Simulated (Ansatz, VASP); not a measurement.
Two plane-wave programs on Pd

```xyz
1
Lattice="-1.5723 1.5723 1.5723 1.5723 -1.5723 1.5723 1.5723 1.5723 -1.5723" Properties=species:S:1:pos:R:3 pbc="T T T"
Pd    0.0000    0.0000    0.0000
```

This isn't the form of Pd at room conditions, which is fcc.

Alike in both runs: functional r2SCAN; k mesh 9 × 9 × 9; occupations fermi-dirac, width 0.05 eV; non-collinear spin, spin-orbit coupling.

```csv
,VASP,Ansatz
version,VASP 6.6.1,Ansatz 0.2.0
potentials or method,"VASP PAW PBE potentials, release 64 (Pd)",Ansatz PAW
plane-wave cutoff (eV),520,500
valence electrons in the cell,10,18
task,single point,band structure
```

|  | VASP | Ansatz | Ansatz less VASP |
| --- | --- | --- | --- |
| gap on the k mesh at the Fermi level (eV) | none | none | - |
| pressure (GPa) | -5.2 | -5.7 | -0.56 |
| net moment per atom (μB) | 0.00 | 0.00 | 0.000 |

A gap of «none» marks a metal or a gap that the smearing closes. The two sets of potentials don't hold the same shells in valence.

Caveats: the PAW data sets were made with another functional, which shifts forces and pressure a little (VASP); the PAW data sets come from PBE, with cores solved anew for the run's functional, which leaves a small shift of forces and pressure (Ansatz).
